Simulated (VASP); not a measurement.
A run of VASP 6.6.1 is set up as follows.

The input POSCAR:

```
Ti
1.0
    0.0000000000      2.7753674163      2.7753674163
    2.7753674163      0.0000000000      2.7753674163
    2.7753674163      2.7753674163      0.0000000000
Ti
2
Direct
    0.0000000000      0.0000000000      0.0000000000
    0.2500000000      0.2500000000      0.2500000000
```

Contents of INCAR.step1:

```
PREC     = Accurate       # precision mode
ENCUT    = 520            # plane-wave cutoff, eV
ISMEAR   = 0              # smearing method
SIGMA    = 0.1            # smearing width, eV
LREAL    = False          # projectors in reciprocal space
LASPH    = True           # aspherical terms in the spheres
NELM     = 100            # most SCF steps
NBANDS   = 19             # bands
GGA      = PE             # functional
ALGO     = Normal         # electronic algorithm
EDIFF    = 1E-4           # SCF threshold, eV
LWAVE    = True           # write WAVECAR
LCHARG   = False          # write CHGCAR
```

INCAR.step2

```
PREC     = Accurate       # precision mode
ENCUT    = 520            # plane-wave cutoff, eV
EDIFF    = 1E-7           # SCF threshold, eV
ISMEAR   = 0              # smearing method
SIGMA    = 0.1            # smearing width, eV
LREAL    = False          # projectors in reciprocal space
LASPH    = True           # aspherical terms in the spheres
NELM     = 100            # most SCF steps
ALGO     = Normal         # electronic algorithm
ISIF     = 2              # what is computed and relaxed
LWAVE    = False          # write WAVECAR
LCHARG   = True           # write CHGCAR
METAGGA  = R2SCAN         # meta-GGA
LMIXTAU  = True         
LELF     = True           # ELF
LVHAR    = True         
NBANDS   = 19             # bands
ISTART   = 1
```

KPOINTS

```
Automatic mesh
0
Gamma
  18 18 18
```

Potentials or basis: VASP PAW PBE potentials, release 64 (Ti_sv).

Run with:

```sh
$ cat potpaw_PBE.64/Ti_sv/POTCAR > POTCAR
$ cp INCAR.step1 INCAR
$ mpirun -np 1 vasp_std > vasp.out
$ cp INCAR.step2 INCAR
$ mpirun -np 1 vasp_std > vasp.out
```

(1) Predict the pressure.

(2) Predict the band gap on the k mesh.

Answers

(1) 0.4 GPa.

(2) none (metal or under the smearing width).

Caveat: the PAW data sets were made with another functional, which shifts forces and pressure a little.
